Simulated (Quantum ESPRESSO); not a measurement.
The system is BaF2 (Frankdicksonite).

```
CELL_PARAMETERS angstrom
0.00000 3.10005 3.10005
3.10005 0.00000 3.10005
3.10005 3.10005 0.00000
ATOMIC_POSITIONS crystal
Ba 0.00000 0.00000 0.00000
F 0.75000 0.75000 0.75000
F 0.25000 0.25000 0.25000
```

Base run:

| Property | Result |
| --- | --- |
| Program | Quantum ESPRESSO 7.5 |
| Functional | LDA |
| Potentials or basis | PseudoDojo 0.4.1 SR LDA standard |
| Cutoff | 1143 eV |
| Density cutoff | 4572 eV |
| k mesh | 8 × 8 × 8 |
| Occupations | fermi-dirac, width 0.05 eV |
| Spin | no spin polarisation |

Its results: band gap on the k mesh 6.43 eV, indirect (least direct gap 6.53 eV); pressure -4.2 GPa.

Question: The run is repeated on the same cell with these changes: functional from LDA to PBE; potentials or basis from PseudoDojo 0.4.1 SR LDA standard to PseudoDojo 0.4.1 SR PBE standard. What comes out?

Answer: Band gap on the k mesh 6.81 eV, indirect (least direct gap 6.90 eV); pressure 1.7 GPa.

Caveats: this release of the barium file is off; spin-orbit coupling is left out, which moves the levels of the heavy elements.
